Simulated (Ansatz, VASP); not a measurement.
**WSe2 in VASP and in Ansatz**

File INCAR:

```
SYSTEM = WSe2
ALGO     = Normal         ! electronic algorithm
EDIFF    = 1E-7           ! SCF threshold, eV
ENCUT    = 520            ! plane-wave cutoff, eV
GGA      = PS             ! functional
ISIF     = 2              ! what is computed and relaxed
ISMEAR   = 0              ! smearing method
LASPH    = .TRUE.         ! aspherical terms in the spheres
LCHARG   = .FALSE.        ! write CHGCAR
LREAL    = .FALSE.        ! projectors in reciprocal space
LWAVE    = .FALSE.        ! write WAVECAR
NBANDS   = 20             ! bands
NELM     = 80             ! most SCF steps
PREC     = Accurate       ! precision mode
SIGMA    = 0.05           ! smearing width, eV
```

File KPOINTS:

```
k-points
0
G
  9 9 2
  0 0 0
```

POSCAR

```
WSe2
1.0
    3.4010209378      0.0000000000      0.0000000000
   -1.7005104689      2.9453705310      0.0000000000
    0.0000000000      0.0000000000     16.6611439352
W Se
1 2
Direct
    0.0000000000      0.0000000000     -0.0030938842
    0.3333333333      0.6666666667      0.1040002956
    0.3333333333      0.6666666667      0.9032020910
```

Input for Ansatz:

```yaml
crystal:
  lattice:
    - [3.4010209378, 0.0, 0.0]
    - [-1.7005104689, 2.945370531, 0.0]
    - [0.0, 0.0, 16.6611439352]
  atoms:
    - { symbol: W, position: [0.0, 0.0, -0.0030938842] }
    - { symbol: Se, position: [0.3333333333, 0.6666666667, 0.1040002956] }
    - { symbol: Se, position: [0.3333333333, 0.6666666667, 0.903202091] }
basis:
  ecutwfc: 420
kpoints:
  mp_grid: { grid: [9, 9, 2] }
hamiltonian:
  xc: pbesol
  pseudopotentials: { kind: paw, azcp: { folder: soft_1 } }
scf:
  occupations: { method: gaussian, width: 0.05 }
output:
  forces: true
  stress: true
  eigenvalues: true
```

Change from the starting cell: mode 9 frozen in at -0.060 Å, equal normal strain along x and y +0.0400.

Alike in both runs: task single point; functional PBEsol; k mesh 9 × 9 × 2; occupations gaussian, width 0.05 eV; no spin polarisation.

|  | VASP | Ansatz |
| --- | --- | --- |
| version | VASP 6.6.1 | Ansatz 0.2.0 |
| potentials or method | VASP PAW PBE potentials, release 64 (W_sv, Se) | scalar-relativistic, plane waves, PAW |
| plane-wave cutoff (eV) | 520 | 420 |
| valence electrons in the cell | 26 | 46 |

Ansatz gave:

```
gap on the k mesh at the Fermi level (eV) : 1.25
least direct gap on the mesh (eV)         : 1.32
rms of the force components (eV/Å)        : 1.149
```

Question: What did VASP give for the same quantities?

Answer: gap on the k mesh at the Fermi level (eV): 1.24; least direct gap on the mesh (eV): 1.32; rms of the force components (eV/Å): 1.151.

Atom by atom the forces differ by 0.024 eV/Å (rms over components). The two sets of potentials don't hold the same shells in valence. Ansatz warned: «pseudo_functional_mismatch».

Caveats: the PAW data sets were made with another functional, which shifts forces and pressure a little (VASP); spin-orbit coupling is left out, which moves the levels of the heavy elements.
